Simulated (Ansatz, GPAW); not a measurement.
RbCl: GLLB-SC, run from Python

These are simulated results from GPAW 26.7.0, not measurements. The cell began as a measured structure and was relaxed with r2SCAN in plane waves (Ansatz 0.2.0). All runs are without spin polarisation.

It is cubic, Fm-3m (No. 225); conventional cell a = 6.611 Å, 36.12 Å³ an atom. Rb has 6 Cl at 3.31 Å; Cl has 6 Rb at 3.31 Å.

GLLB-SC is a model potential. Its fundamental gap is the Kohn-Sham gap plus a derivative discontinuity, which the script evaluates at the band edges among the listed k points. Its total energy isn't variational and serves nothing here.

Input script:

```python
import json
from ase import Atoms
from gpaw import GPAW, PW, FermiDirac

atoms = Atoms(['Rb', 'Cl'],
              cell=[[0.0, 3.305726, 3.305726], [3.305726, 0.0, 3.305726], [3.305726, 3.305726, -0.0]],
              scaled_positions=[[0.0, -0.0, -0.0], [0.5, 0.5, 0.5]],
              pbc=True)
calc = GPAW(mode=PW(400), xc='GLLBSC', kpts={'size': (4, 4, 4), 'gamma': True},
            occupations=FermiDirac(0.02), maxiter=100, legacy_gpaw=True, txt='gpaw.txt')
atoms.calc = calc
res = {'energy': atoms.get_potential_energy(force_consistent=True)}
res['electrons'] = calc.get_number_of_electrons()
res['k'] = calc.get_ibz_k_points().tolist()
res['levels'] = [calc.get_eigenvalues(kpt=i).tolist() for i in range(len(res['k']))]
points = [[0.0, 0.0, 0.0], [0.5, 0.0, 0.5], [0.625, 0.25, 0.625], [0.375, 0.375, 0.75], [0.5, 0.5, 0.5], [0.5, 0.25, 0.75]]
bands = calc.fixed_density(kpts=points, symmetry='off', nbands=round(res['electrons']) // 2 + 6, convergence={'bands': -2}, txt='bands.txt')
res['points'] = [bands.get_eigenvalues(kpt=i).tolist() for i in range(len(points))]
homo, lumo = bands.get_homo_lumo()
potential = calc.hamiltonian.xc.response.calculate_discontinuity_potential(homo, lumo)
res['discontinuity'] = bands.hamiltonian.xc.response.calculate_discontinuity(potential)
json.dump(res, open('results.json', 'w'))
print('free energy (eV):', round(res['energy'], 5))
```

Command: `python run.py`. It took 17 s on 1 thread of Arm Neoverse N1, with other jobs on the host, peak memory 0.16 GiB.

The log gpaw.txt, trimmed of paths, versions and times, then the last line on the terminal. An iter line gives the energy in eV and the logarithms of the changes of orbitals (plane waves alone) and density (c: converged):

```
___ ___ ___ _ _ _
 |   |   |_  | | | |

 | | | | | . | | | |

 |__ |  _|___|_____|  26.7.0
 |___|_|

Input parameters:
  kpts: {gamma: True,
         size: (4, 4, 4)}
  maxiter: 100
  mode: {ecut: 400.0,
         name: pw}
  occupations: {fixmagmom: False,
                name: fermi-dirac,
                width: 0.02}
  xc: GLLBSC

System changes: positions, numbers, cell, pbc, initial_charges, initial_magmoms

Initialize ...

species:
  Rb:
    name:    Rubidium
    Z:       37.0
    valence: 9
    core:    28
    charge:  0.0  # [|e|]
    compensation charges:
      type: gauss
      rc: 0.38  # [Å]
      lmax: 2
    cutoffs:
      filter: 2.43  # [Å]
      core: 1.99  # [Å]
    projectors
    | kind |    occ | energy [eV] | rcut [Å] |

    |------|--------|-------------|----------|

    |   4s |  2.000 |     -31.799 |    1.376 |

    |   5s |  1.000 |      -3.005 |    1.376 |

    |   4p |  6.000 |     -15.869 |    1.270 |

    |    p |        |      11.343 |    1.270 |

    |    d |        |       0.000 |    1.217 |

    Using partial waves for Rb as LCAO basis

  Cl:
    name:    Chlorine
    Z:       17.0
    valence: 7
    core:    10
    charge:  0.0  # [|e|]
    compensation charges:
      type: gauss
      rc: 0.25  # [Å]
      lmax: 2
    cutoffs:
      filter: 1.40  # [Å]
      core: 1.49  # [Å]
    projectors
    | kind |    occ | energy [eV] | rcut [Å] |

    |------|--------|-------------|----------|

    |   3s |  2.000 |     -24.525 |    0.794 |

    |   3p |  5.000 |     -12.463 |    0.794 |

    |    s |        |       2.686 |    0.794 |

    |    p |        |      14.748 |    0.794 |

    |    d |        |       0.000 |    0.794 |

    Using partial waves for Cl as LCAO basis

Reference energy: -93587.825037  # eV

Spin-paired calculation

Convergence criteria:
 Maximum [total energy] change in last 3 cyles: 0.0005 eV / valence electron
 Maximum integral of absolute [dens]ity change: 0.0001 electrons / valence electron
 Maximum integral of absolute [eigenst]ate change: 4e-08 eV^2 / valence electron
 Maximum number of scf [iter]ations: 100
 (Square brackets indicate name in SCF output, whereas a 'c' in
 the SCF output indicates the quantity has converged.)

Symmetries present (total): 48

  ( 1  0  0)  ( 1  0  0)  ( 1  0  0)  ( 1  0  0)  ( 1  0 -1)  ( 1  0 -1)
  ( 1  0 -1)  ( 1 -1  0)  ( 0  1  0)  ( 0  0  1)  ( 1  0  0)  ( 1 -1  0)
  ( 1 -1  0)  ( 1  0 -1)  ( 0  0  1)  ( 0  1  0)  ( 1 -1  0)  ( 1  0  0)

  ( 1  0 -1)  ( 1  0 -1)  ( 1 -1  0)  ( 1 -1  0)  ( 1 -1  0)  ( 1 -1  0)
  ( 0  1 -1)  ( 0  0 -1)  ( 1  0  0)  ( 1  0 -1)  ( 0 -1  1)  ( 0 -1  0)
  ( 0  0 -1)  ( 0  1 -1)  ( 1  0 -1)  ( 1  0  0)  ( 0 -1  0)  ( 0 -1  1)

  ( 0  1  0)  ( 0  1  0)  ( 0  1  0)  ( 0  1  0)  ( 0  1 -1)  ( 0  1 -1)
  ( 1  0  0)  ( 0  1 -1)  ( 0  0  1)  (-1  1  0)  ( 1  0 -1)  ( 0  1  0)
  ( 0  0  1)  (-1  1  0)  ( 1  0  0)  ( 0  1 -1)  ( 0  0 -1)  (-1  1  0)

  ( 0  1 -1)  ( 0  1 -1)  ( 0  0  1)  ( 0  0  1)  ( 0  0  1)  ( 0  0  1)
  ( 0  0 -1)  (-1  1  0)  ( 1  0  0)  ( 0  1  0)  ( 0 -1  1)  (-1  0  1)
  ( 1  0 -1)  ( 0  1  0)  ( 0  1  0)  ( 1  0  0)  (-1  0  1)  ( 0 -1  1)

  ( 0  0 -1)  ( 0  0 -1)  ( 0  0 -1)  ( 0  0 -1)  ( 0 -1  1)  ( 0 -1  1)
  ( 1  0 -1)  ( 0  1 -1)  ( 0 -1  0)  (-1  0  0)  ( 1 -1  0)  ( 0  0  1)
  ( 0  1 -1)  ( 1  0 -1)  (-1  0  0)  ( 0 -1  0)  ( 0 -1  0)  (-1  0  1)

  ( 0 -1  1)  ( 0 -1  1)  ( 0 -1  0)  ( 0 -1  0)  ( 0 -1  0)  ( 0 -1  0)
  ( 0 -1  0)  (-1  0  1)  ( 1 -1  0)  ( 0  0 -1)  ( 0 -1  1)  (-1  0  0)
  ( 1 -1  0)  ( 0  0  1)  ( 0 -1  1)  (-1  0  0)  ( 1 -1  0)  ( 0  0 -1)

  (-1  1  0)  (-1  1  0)  (-1  1  0)  (-1  1  0)  (-1  0  1)  (-1  0  1)
  ( 0  1  0)  ( 0  1 -1)  (-1  0  1)  (-1  0  0)  ( 0  0  1)  ( 0 -1  1)
  ( 0  1 -1)  ( 0  1  0)  (-1  0  0)  (-1  0  1)  ( 0 -1  1)  ( 0  0  1)

  (-1  0  1)  (-1  0  1)  (-1  0  0)  (-1  0  0)  (-1  0  0)  (-1  0  0)
  (-1  1  0)  (-1  0  0)  ( 0  0 -1)  ( 0 -1  0)  (-1  1  0)  (-1  0  1)
  (-1  0  0)  (-1  1  0)  ( 0 -1  0)  ( 0  0 -1)  (-1  0  1)  (-1  1  0)

64 k-points: 4 x 4 x 4 Monkhorst-Pack grid + [1/8,1/8,1/8]
8 k-points in the irreducible part of the Brillouin zone
       k-points in crystal coordinates                weights
   0:     0.00000000    0.00000000    0.00000000          1/64
   1:     0.25000000    0.25000000    0.00000000          6/64
   2:     0.25000000    0.25000000    0.25000000          8/64
   3:     0.50000000    0.25000000   -0.25000000          6/64
   4:     0.50000000    0.25000000    0.25000000         12/64
   5:     0.50000000    0.50000000    0.00000000          3/64
   6:     0.50000000    0.50000000    0.25000000         24/64
   7:     0.50000000    0.50000000    0.50000000          4/64

Wave functions: Plane wave expansion
  Cutoff energy: 400.000 eV
  Number of coefficients (min, max): 1298, 1363
  Pulay-stress correction: 0.000000 eV/Ang^3 (de/decut=0.000000)
  Using FFTW library
  ScaLapack parameters: grid=1x1, blocksize=None
  Wavefunction extrapolation:
    Improved wavefunction reuse through dual PAW basis

Occupation numbers: Fermi-Dirac:
  width: 0.0200  # eV

Eigensolver
   Davidson(niter=2)

Densities:
  Coarse grid: 24*24*24 grid
  Fine grid: 48*48*48 grid
  Total Charge: 0.000000

Density mixing:
  Method: separate
  Backend: msr1
  Linear mixing parameter: 0.05
  old densities: 10
  Width of damping distribution: 1.1
  Damping of long wavelength oscillations: 20

Hamiltonian:
  XC and Coulomb potentials evaluated on a 48*48*48 grid
  Using the GLLBSC Exchange-Correlation functional
  External potential:
    NoExternalPotential

XC parameters: GLLBSC functional being used consists of
  -----------------------------------------------------------------------
  | Weight | Module     | Description                                   |

  -----------------------------------------------------------------------
  |  1.000 | SCREENING  | GGA_X_PBE_SOL with 2 nearest neighbor stencil |

  |  1.000 | RESPONSE   | eps=0.0500 eV                                 |

  |  1.000 | XC         | GGA_C_PBE_SOL with 2 nearest neighbor stencil |

  -----------------------------------------------------------------------

Memory estimate:
  Process memory now: 112.90 MiB
  Calculator: 12.48 MiB
    Density: 6.59 MiB
      Arrays: 2.74 MiB
      Localized functions: 1.74 MiB
      Mixer: 2.11 MiB
    Hamiltonian: 1.84 MiB
      Arrays: 1.79 MiB
      XC: 0.00 MiB
      Poisson: 0.00 MiB
      vbar: 0.04 MiB
    Wavefunctions: 4.05 MiB
      Arrays psit_nG: 1.50 MiB
      Eigensolver: 0.30 MiB
      Projections: 0.03 MiB
      Projectors: 1.53 MiB
      PW-descriptor: 0.69 MiB

Total number of cores used: 1

Number of atoms: 2
Number of atomic orbitals: 9
Number of bands in calculation: 9
Number of valence electrons: 16
Bands to converge: occupied

... initialized

Initializing position-dependent things.

Density initialized from atomic densities
Creating initial wave functions:
  9 bands from LCAO basis set
Positions:
   0 Rb     0.000000    0.000000    0.000000    ( 0.0000,  0.0000,  0.0000)
   1 Cl     3.305726    3.305726    3.305726    ( 0.0000,  0.0000,  0.0000)

Unit cell:
           periodic     x           y           z      points  spacing
  1. axis:    yes    0.000000    3.305726    3.305726    24     0.1590
  2. axis:    yes    3.305726    0.000000    3.305726    24     0.1590
  3. axis:    yes    3.305726    3.305726   -0.000000    24     0.1590

  Lengths:   4.675003   4.675003   4.675003
  Angles:   60.000000  60.000000  60.000000

Effective grid spacing dv^(1/3) = 0.1735

iter:   1    -8.901032
iter:   2    -7.835875   -1.35  -1.23
iter:   3    -7.590721   -1.72  -1.28
iter:   4    -7.172923   -1.78  -1.43
iter:   5    -7.187676   -2.44  -1.47
iter:   6    -6.985238   -2.89  -1.76
iter:   7    -6.956221   -2.98  -2.09
iter:   8    -6.927095   -3.93  -1.98
iter:   9    -6.915345   -4.80  -2.45
iter:  10    -6.909119   -4.63  -2.66
iter:  11    -6.908525c  -5.85  -3.49
iter:  12    -6.907538c  -6.23  -3.80
iter:  13    -6.907985c  -7.16  -4.00c
iter:  14    -6.908010c  -7.97c -4.93c

Converged after 14 iterations.

Energy contributions relative to reference atoms: (reference = -93587.825037)

Kinetic:         +6.694019
Potential:       -5.404893
External:        +0.000000
XC:              -8.020920
Entropy (-ST):   -0.000000
Local:           -0.176216
SIC:             +0.000000
--------------------------
Free energy:     -6.908010
Extrapolated:    -6.908010

GLLBSC response reference energy: -3.24742 eV (from HOMO)

Showing only first 2 kpts
 Kpt  Band  Eigenvalues  Occupancy
  0     6     -3.24771    2.00000
  0     7     -3.24771    2.00000
  0     8      3.34449    0.00000

  1     6     -3.28944    2.00000
  1     7     -3.28944    2.00000
  1     8      4.61996    0.00000

Fermi level: -0.89818

Gap: 6.592 eV
Transition (v -> c):
  (s=0, k=0, n=7, [0.00, 0.00, 0.00]) -> (s=0, k=0, n=8, [0.00, 0.00, 0.00])
No difference between direct/indirect transitions

free energy (eV): -6.90801
```

The gap in the log is over the mesh alone; results.json adds the listed points. GLLB-SC gives a gap of 9.72 eV (6.592 eV Kohn-Sham over the listed points plus 3.127 eV discontinuity). On the same cell, plane-wave PBE (Ansatz, 6×6×6 k points and the special points) gives a gap of 4.96 eV and r2SCAN a gap of 5.56 eV; on shared hosts these took about 2.4 and 6.8 core-seconds on the 2-atom cell, against 17 for the script. Semilocal gaps usually lie below measured ones.
